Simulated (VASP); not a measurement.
A run of VASP 6.6.1 is set up as follows.

INCAR

```
SYSTEM = Zr
PREC = Accurate ; ENCUT = 600
EDIFF = 1E-6 ; ISMEAR = 1
SIGMA = 0.1 ; LREAL = .FALSE.
LASPH = .TRUE. ; NELM = 80
ALGO = Normal ; ISIF = 3
LWAVE = .FALSE. ; LCHARG = .FALSE.
GGA = PE ; IVDW = 12
IBRION = 2 ; NSW = 90
EDIFFG = -0.01
```

Contents of KPOINTS:

```
regular mesh
0
G
  15 15 7
  0 0 0
```

POSCAR

```
Zr
1.0
    3.2320000000      0.0000000000      0.0000000000
   -1.6160000000      2.7989941050      0.0000000000
    0.0000000000      0.0000000000      5.1470000000
Zr
2
Direct
    0.3333333333      0.6666666667      0.2500000000
    0.6666666667      0.3333333333      0.7500000000
```

Potentials or basis: VASP PAW PBE potentials, release 64 (Zr_sv).

Command:

```bash
$ cat potpaw_PBE.64/Zr_sv/POTCAR > POTCAR
$ mpirun -np 1 vasp_std > vasp.out
```

(1) Predict the relaxed volume.

(2) What does it give for the relaxed cell?

Answers

(1) 22.45 Å³/atom.

(2) a = 3.185 Å, b = 3.185 Å, c = 5.110 Å, α = 90.00°, β = 90.00°, γ = 120.00°.

Caveat: pairwise dispersion overbinds metals, which lowers pressure and volume.
